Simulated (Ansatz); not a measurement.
# Ga5P6: the cost of one run

Program: Ansatz 0.2.0. Level of theory: DFT PBE, scalar-relativistic, plane waves, PAW. These are calculated values, not measurements.

1 further run of the same task is left out (set aside as unsound or not needed).

## (1) Starting point

The structure is cubic, space group F-43m (No. 216). Conventional cell: a = 5.505 Å, b = 5.505 Å, c = 5.505 Å, α = 90.00°, β = 90.00°, γ = 90.00°. Around Ga (site symmetry -43m) lie 4 P at 2.38 Å. P (site symmetry -43m) is surrounded by 4 Ga at 2.38 Å.

As a file:

```
Ga P
1.0
     0.00000    2.75254    2.75254
     2.75254    0.00000    2.75254
     2.75254    2.75254    0.00000
Ga P
1 1
Direct
  0.00000 0.00000 0.00000
  0.75000 0.75000 0.75000
```

This cell was relaxed beforehand with the same method: volume 20.85 Å³/atom, gap on the mesh 1.58 eV.

The bulk reference comes from a run made before at the same settings: -2269.7787 eV/atom.

## (2) Cutting the (100) slab

Planes are indexed in the bulk's conventional cell (F-43m (No. 216)), a = 5.505 Å, b = 5.505 Å, c = 5.505 Å, α = 90.00°, β = 90.00°, γ = 90.00°.

The slab is a (100) slab, 13.8 Å thick as cut, with 15 Å of vacuum; its outer planes are P (top) and P (bottom).

The slab as cut. Its planes from the bottom up:

| plane | atoms per cell | height over the lowest (Å) |
| --- | --- | --- |
| 1 | P | 0.00 |
| 2 | Ga | 1.38 |
| 3 | P | 2.75 |
| 4 | Ga | 4.13 |
| 5 | P | 5.51 |
| 6 | Ga | 6.88 |
| 7 | P | 8.26 |
| 8 | Ga | 9.63 |
| 9 | P | 11.01 |
| 10 | Ga | 12.39 |
| 11 | P | 13.76 |

## (3) The slab as cut, atoms at the bulk's places

A dipole layer in the vacuum cancels the field that periodic copies would set up if the slab's two faces differ.

Input file input.yaml:

```yaml
crystal:
  lattice:
    - [3.892674889, 0.0, 0.0]
    - [0.0, 3.892674889, 0.0]
    - [0.0, 0.0, 28.7626840549]
  atoms:
    - { symbol: P, position: [0.0, 0.5, 0.2607545244] }
    - { symbol: Ga, position: [0.5, 0.5, 0.3086036195] }
    - { symbol: P, position: [0.5, 0.0, 0.3564527146] }
    - { symbol: Ga, position: [0.0, 0.0, 0.4043018097] }
    - { symbol: P, position: [0.0, 0.5, 0.4521509049] }
    - { symbol: Ga, position: [0.5, 0.5, 0.5] }
    - { symbol: P, position: [0.5, 0.0, 0.5478490951] }
    - { symbol: Ga, position: [0.0, 0.0, 0.5956981903] }
    - { symbol: P, position: [0.0, 0.5, 0.6435472854] }
    - { symbol: Ga, position: [0.5, 0.5, 0.6913963805] }
    - { symbol: P, position: [0.5, 0.0, 0.7392454756] }
basis:
  ecutwfc: 420
kpoints:
  mp_grid: { grid: [7, 7, 1] }
hamiltonian:
  xc: pbe
scf:
  occupations: { method: gaussian, width: 0.05 }
output:
  forces: true
  stress: true
  eigenvalues: true
efield:
  axis: 3
  dipole_correction: true
  ramp_width: 0.04
```

The run is started by

```sh
> ansatz run input.yaml --threads 1 --pin off --max-ram 2560MiB --backend cpu --events-out ev --progress --plain --runs-dir out
```

What time and memory should one allow on 1 thread of Intel Xeon Platinum 8259CL at 2.50GHz (Skylake/Cascade Lake), shared host?

About 47 s, with a peak of 0.69 GiB.
